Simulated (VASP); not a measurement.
# CaF2 (Fluorite) (Fm-3m) in VASP: further runs

Runs on CaF2 (Fluorite). Level: r2SCAN. Tasks: single point, relaxation of cell and atoms.

All numbers are computed with VASP 6.6.1; they aren't measurements. Logs are shortened: lines on timing, memory, paths and dates and some standing lists are left out, and cuts for length are marked.

## Step 1: The crystal as given

The structure is cubic, space group Fm-3m (No. 225). Conventional cell: a = 5.510 Å, b = 5.510 Å, c = 5.510 Å, α = 90.00°, β = 90.00°, γ = 90.00°. Ca (site symmetry m-3m) has 8 F at 2.39 Å as nearest neighbours. F (site symmetry -43m) has 4 Ca at 2.39 Å as nearest neighbours.

## Step 2: Single point, r2SCAN (relaxed again under DFT r2SCAN, scalar-relativistic, plane waves, PAW)

POSCAR reads:

```
CaF2
1.0
    0.0000000000      2.7195928856      2.7195928856
    2.7195928856      0.0000000000      2.7195928856
    2.7195928856      2.7195928856      0.0000000000
Ca F
1 2
Direct
    0.0000000000      0.0000000000      0.0000000000
    0.2500000000      0.2500000000      0.2500000000
    0.7500000000      0.7500000000      0.7500000000
```

INCAR.step1 reads:

```
PREC     = Accurate       # precision mode
ENCUT    = 520            # plane-wave cutoff, eV
ISMEAR   = 0              # smearing method
SIGMA    = 0.02           # smearing width, eV
LREAL    = F              # projectors in reciprocal space
LASPH    = T              # aspherical terms in the spheres
NELM     = 100            # most SCF steps
NBANDS   = 19             # bands
GGA      = PE             # functional
ALGO     = Normal         # electronic algorithm
EDIFF    = 1E-4           # SCF threshold, eV
LWAVE    = T              # write WAVECAR
LCHARG   = F              # write CHGCAR
```

INCAR.step2 reads:

```
PREC     = Accurate       # precision mode
ENCUT    = 520            # plane-wave cutoff, eV
EDIFF    = 1E-6           # SCF threshold, eV
ISMEAR   = 0              # smearing method
SIGMA    = 0.02           # smearing width, eV
LREAL    = F              # projectors in reciprocal space
LASPH    = T              # aspherical terms in the spheres
NELM     = 100            # most SCF steps
ALGO     = Normal         # electronic algorithm
ISIF     = 2              # what is computed and relaxed
LWAVE    = F              # write WAVECAR
LCHARG   = F              # write CHGCAR
METAGGA  = R2SCAN         # meta-GGA
LMIXTAU  = T            
NBANDS   = 19             # bands
ISTART   = 1
```

KPOINTS reads:

```
Automatic mesh
0
Gamma
  8 8 8
```

Potentials or basis: VASP PAW PBE potentials, release 64 (Ca_sv, F).

Launch:

```
$ cat potpaw_PBE.64/Ca_sv/POTCAR potpaw_PBE.64/F/POTCAR > POTCAR
$ cp INCAR.step1 INCAR
$ mpirun -np 1 vasp_std > vasp.out
$ cp INCAR.step2 INCAR
$ mpirun -np 1 vasp_std > vasp.out
```

OUTCAR:

```text
PREC = Accurate
   ENCUT = 520
   EDIFF = 1E-6
   ISMEAR = 0
   LREAL = F
   LASPH = T
   NELM = 100
   ISIF = 2
   METAGGA = R2SCAN
   ISTART = 1

 ion  position               nearest neighbor table
   1  0.000  0.000  0.000-   3 2.36   3 2.36   3 2.36   2 2.36   2 2.36   2 2.36   3 2.36   2 2.36

   2  0.250  0.250  0.250-   1 2.36   1 2.36   1 2.36   1 2.36
   3  0.750  0.750  0.750-   1 2.36   1 2.36   1 2.36   1 2.36

  LATTYP: Found a face centered cubic cell.
 ALAT       =     5.4391857712

  Lattice vectors:

 A1 = (   0.0000000000,   2.7195928856,   2.7195928856)
 A2 = (   2.7195928856,   0.0000000000,   2.7195928856)
 A3 = (   2.7195928856,   2.7195928856,   0.0000000000)

Analysis of symmetry for initial positions (statically):
=====================================================================
 Subroutine PRICEL returns:
 Original cell was already a primitive cell.

 Routine SETGRP: Setting up the symmetry group for a
 face centered cubic supercell.

 Subroutine GETGRP returns: Found 48 space group operations
 (whereof 48 operations were pure point group operations)
 out of a pool of 48 trial point group operations.

The static configuration has the point symmetry O_h .

Analysis of symmetry for dynamics (positions and initial velocities):
=====================================================================
 Subroutine PRICEL returns:
 Original cell was already a primitive cell.

 Routine SETGRP: Setting up the symmetry group for a
 face centered cubic supercell.

 Subroutine GETGRP returns: Found 48 space group operations
 (whereof 48 operations were pure point group operations)
 out of a pool of 48 trial point group operations.

The dynamic configuration has the point symmetry O_h .

 Subroutine INISYM returns: Found 48 space group operations
 (whereof 48 operations are pure point group operations),
 and found     1 'primitive' translations

----------------------------------------------------------------------------------------

                                     Primitive cell

  volume of cell :      40.2292

  direct lattice vectors                    reciprocal lattice vectors
     0.000000000  2.719592886  2.719592886    -0.183851047  0.183851047  0.183851047
     2.719592886  0.000000000  2.719592886     0.183851047 -0.183851047  0.183851047
     2.719592886  2.719592886  0.000000000     0.183851047  0.183851047 -0.183851047

[... 78 lines left out ...]
   ICHARG =      0    charge: 1-file 2-atom 10-const
   ISPIN  =      1    spin polarized calculation?
   LNONCOLLINEAR =      F non collinear calculations
   LSORBIT =      F    spin-orbit coupling
   LASPH  =      T    aspherical Exc in radial PAW
   ENCUT  =  520.0 eV  38.22 Ry    6.18 a.u.   7.15  7.15  7.15*2*pi/ulx,y,z
   NELM   =    100;   NELMIN=  2; NELMDL=  0     # of ELM steps
   EDIFF  = 0.1E-05   stopping-criterion for ELM
   LREAL  =      F    real-space projection
   EDIFFG = 0.1E-04   stopping-criterion for IOM
   NSW    =      0    number of steps for IOM
   IBRION =     -1    ionic relax: 0-MD 1-quasi-New 2-CG
   NFREE  =      0    steps in history (QN), initial steepest desc. (CG)
   ISIF   =      2    stress and relaxation
   ISYM   =      2    0-nonsym 1-usesym 2-fastsym
   POTIM  = 0.5000    time-step for ionic-motion
   TEBEG  =    0.0;   TEEND  =   0.0 temperature during run
   PSTRESS=    0.0 pullay stress
   NELECT =      24.0000    total number of electrons
   NUPDOWN=      -1.0000    fix difference up-down
   EMIN   =  10.00;   EMAX   =-10.00  energy-range for DOS
   EFERMI =   0.00;   METHOD = LEGACY
   ISMEAR =     0;   SIGMA  =   0.02  broadening in eV -4-tet -1-fermi 0-gaus
   EFERMI_NEDOS =   21; number of points for ismear=-14 and -15
   IALGO  =     38    algorithm
   IMIX   =      4    mixing-type and parameters
     AMIX     =   0.40;   BMIX     =  1.00
     AMIX_MAG =   1.60;   BMIX_MAG =  1.00
  volume/ion in A,a.u.               =      13.41        90.49
  Fermi-wavevector in a.u.,A,eV,Ry     =   1.378155  2.604335 25.841692  1.899311
  Thomas-Fermi vector in A             =   2.503242
   LORBIT       =      0    0 simple, 1 ext, 2 COOP (PROOUT), +10 PAW based schemes
   METAGGA = R2SCAN    functional components
   LHFCALC =     F    Hartree Fock is set to
   AEXX    =    0.0000 exact exchange contribution
   IVDW    =     0    specifies the selected vdW correction
   LEPSILON=     F    determine dielectric tensor
   LRPA    =     F    only Hartree local field effects (RPA)
 non-spin polarized calculation
 Gauss-broadening in eV      SIGMA  =   0.02
  energy-cutoff  :      520.00
  volume of cell :       40.23
 maximum number of plane-waves:      1106
 NGX is ok and might be reduce to    30
   NGX = 15   NGY = 15   NGZ = 15

 number of electron      23.9999983 magnetization

 Free energy of the ion-electron system (eV)
  ---------------------------------------------------
  ext. energy  EPLUGINS =         0.00000000
  ---------------------------------------------------
  free energy    TOTEN  =       -25.94824598 eV

  energy without entropy =      -25.94824598  energy(sigma->0) =      -25.94824598

 E-fermi :  -1.3494     XC(G=0): -10.3127

 val. band max:       -1.4733860366   @ k =   0.5000   0.5000   0.0000
 cond. band min:       6.5471358712   @ k =   0.0000   0.0000   0.0000
 fundamental gap:      8.0205219078
 Fermi energy:        -1.3494327953

 k-point     1 :       0.0000    0.0000    0.0000
  band No.  band energies     occupation
      1     -38.6627      2.00000
      2     -22.5683      2.00000
      3     -21.8009      2.00000
      4     -18.7257      2.00000
      5     -18.7257      2.00000
      6     -18.7256      2.00000
[... 505 lines left out ...]
      6     -18.3850      2.00000
[... 11 lines left out ...]
     18      11.8113      0.00000
     19      13.9785      0.00000

 [... further k-points ...]
[... 5 lines left out ...]
  --------------------------------------------------------------------------------------
  -------------------------------------------------------------------------------------
  Total        0.1526572      0.1526572      0.1526572      0.0000000      0.0000000      0.0000000
  in kB        6.0797561      6.0797561      6.0797561      0.0000000      0.0000000      0.0000000
  external PRESSURE =       6.0797561 kB  Pullay stress =       0.0000000 kB

 VOLUME and BASIS-vectors are now :
 -----------------------------------------------------------------------------
  energy-cutoff  :      520.00
  volume of cell :       40.23
      direct lattice vectors                 reciprocal lattice vectors
     0.000000000  2.719592886  2.719592886    -0.183851047  0.183851047  0.183851047
     2.719592886  0.000000000  2.719592886     0.183851047 -0.183851047  0.183851047
     2.719592886  2.719592886  0.000000000     0.183851047  0.183851047 -0.183851047

 POSITION                                       TOTAL-FORCE (eV/Angst)
 -----------------------------------------------------------------------------------
      0.00000      0.00000      0.00000         0.000000      0.000000     -0.000000
      1.35980      1.35980      1.35980         0.000000      0.000000      0.000000
      4.07939      4.07939      4.07939        -0.000000     -0.000000     -0.000000
 -----------------------------------------------------------------------------------
    total drift:                                0.000000     -0.000000      0.000000

  FREE ENERGIE OF THE ION-ELECTRON SYSTEM (eV)
  ---------------------------------------------------
  free  energy   TOTEN  =       -25.9482459789 eV

  energy  without entropy=      -25.9482459789  energy(sigma->0) =      -25.94824598
```

OSZICAR.step1:

```text
N       E                     dE             d eps       ncg     rms          rms(c)
DAV:   1     0.212304214771E+03    0.21230E+03   -0.13533E+04  1102   0.128E+03
DAV:   2    -0.738484466425E+01   -0.21969E+03   -0.21329E+03  1290   0.349E+02
DAV:   3    -0.182527303763E+02   -0.10868E+02   -0.10812E+02  1236   0.820E+01
DAV:   4    -0.186177822677E+02   -0.36505E+00   -0.36416E+00  1718   0.117E+01
DAV:   5    -0.186202943990E+02   -0.25121E-02   -0.25119E-02  1241   0.111E+00    0.800E+00
DAV:   6    -0.172967093613E+02    0.13236E+01   -0.54584E+00  1186   0.161E+01    0.298E+00
DAV:   7    -0.172957427630E+02    0.96660E-03   -0.11566E-01  1275   0.338E+00    0.172E+00
DAV:   8    -0.173151793655E+02   -0.19437E-01   -0.40157E-02  1194   0.215E+00    0.225E-01
DAV:   9    -0.173172944887E+02   -0.21151E-02   -0.71006E-03  1317   0.638E-01    0.128E-01
DAV:  10    -0.173181491893E+02   -0.85470E-03   -0.17877E-03  1163   0.330E-01    0.250E-02
DAV:  11    -0.173181613949E+02   -0.12206E-04   -0.14955E-04  1076   0.978E-02
   1 F= -.17318161E+02 E0= -.17318161E+02  d E =-.113506E-17
```

Run time: 48 s. Hardware: 1 thread of Intel Xeon 6975P-C (Granite Rapids), shared host; peak memory 0.18 GiB.

Results:

```
Free energy            : -25.9482 eV
Pressure               : 0.6 GPa
Band gap on the k mesh : 8.02 eV, indirect (least direct gap 8.28 eV)
```

Levels at points of the mesh, in eV from the valence-band top:
| k point | band 8 | band 9 | band 10 | band 11 | band 12 | band 13 | band 14 | band 15 | band 16 | band 17 |
| --- | --- | --- | --- | --- | --- | --- | --- | --- | --- | --- |
| (0.00, 0.00, 0.00) | -2.14 | -2.14 | -0.26 | -0.26 | -0.26 | 8.02 | 10.05 | 10.05 | 12.26 | 12.26 |
| (0.50, 0.00, 0.00) | -1.53 | -1.28 | -1.26 | -0.84 | -0.84 | 10.25 | 10.25 | 10.74 | 11.29 | 11.97 |
| (0.50, 0.50, 0.00) | -1.67 | -1.67 | -0.36 | -0.36 | 0.00 | 8.79 | 10.51 | 11.00 | 11.88 | 11.88 |

Caveat: the PAW data sets were made with another functional, which shifts forces and pressure a little.

## Step 3: Relaxation of cell and atoms, r2SCAN

POSCAR reads:

```
CaF2
1.0
    0.0000000000      2.7552132234      2.7552132234
    2.7552132234      0.0000000000      2.7552132234
    2.7552132234      2.7552132234      0.0000000000
Ca F
1 2
Direct
    0.0000000000      0.0000000000      0.0000000000
    0.2500000000      0.2500000000      0.2500000000
    0.7500000000      0.7500000000      0.7500000000
```

INCAR.step1 reads:

```
PREC = Accurate
ENCUT = 600
ISMEAR = 0
SIGMA = 0.02
LREAL = F
LASPH = T
NELM = 80
GGA = PE
ALGO = Normal
EDIFF = 1E-4
LWAVE = T
LCHARG = F
```

INCAR.step2 reads:

```
PREC = Accurate
ENCUT = 600
EDIFF = 1E-6
ISMEAR = 0
SIGMA = 0.02
LREAL = F
LASPH = T
NELM = 80
ALGO = Normal
ISIF = 3
LWAVE = F
LCHARG = F
METAGGA = R2SCAN
LMIXTAU = T
IBRION = 2
NSW = 70
EDIFFG = -0.005
ISTART = 1
```

KPOINTS is that of step 2.

Potentials or basis: VASP PAW PBE potentials, release 64 (Ca_sv, F).

Launch:

```
$ cat potpaw_PBE.64/Ca_sv/POTCAR potpaw_PBE.64/F/POTCAR > POTCAR
$ cp INCAR.step1 INCAR
$ mpirun -np 1 vasp_std > vasp.out
$ cp INCAR.step2 INCAR
$ mpirun -np 1 vasp_std > vasp.out
```

Wall time 94 s (1 thread of Intel Xeon 6975P-C (Granite Rapids), shared host); peak memory 0.21 GiB.

The run converged. Its results:

```
Free energy                            : -25.9602 eV
Relaxed volume                         : 13.47 Å³/atom
Relaxed cell                           : a = 3.852 Å, b = 3.852 Å, c = 3.852 Å, α = 60.00°, β = 60.00°, γ = 60.00°
Space group after relaxing (to 0.05 Å) : Fm-3m (No. 225)
Energy gained by relaxing              : 4.3 meV/atom
Ionic steps                            : 3
Pressure after relaxing                : 0.0 GPa
Band gap on the k mesh                 : 8.00 eV, indirect (least direct gap 8.26 eV)
```

Step by step:
| step | energy change (eV) | largest force (eV/Å) | pressure (GPa) | volume (Å³) |
| --- | --- | --- | --- | --- |
| 1 | 0.0000 | 0.0000 | -2.85 | 41.83 |
| 2 | -0.0129 | 0.0000 | 0.12 | 40.34 |
| 3 | -0.0130 | 0.0000 | 0.04 | 40.40 |

Final structure:
```
CELL_PARAMETERS angstrom
0.00000 2.72347 2.72347
2.72347 0.00000 2.72347
2.72347 2.72347 0.00000
ATOMIC_POSITIONS crystal
Ca 0.00000 0.00000 0.00000
F 0.25000 0.25000 0.25000
F 0.75000 0.75000 0.75000
```

Levels at points of the mesh, in eV from the valence-band top:
```
           k point  band 9  band 10  band 11  band 12  band 13  band 14  band 15  band 16
(0.00, 0.00, 0.00)   -2.12    -0.26    -0.26    -0.26     8.00    10.04    10.04    12.23
(0.50, 0.00, 0.00)   -1.28    -1.25    -0.84    -0.84    10.24    10.24    10.72    11.27
(0.50, 0.50, 0.00)   -1.66    -0.36    -0.36     0.00     8.78    10.49    10.98    11.85
```

Caveat: the PAW data sets were made with another functional, which shifts forces and pressure a little. r2SCAN opens gaps a little over a GGA but as a rule still falls short of measured ones.
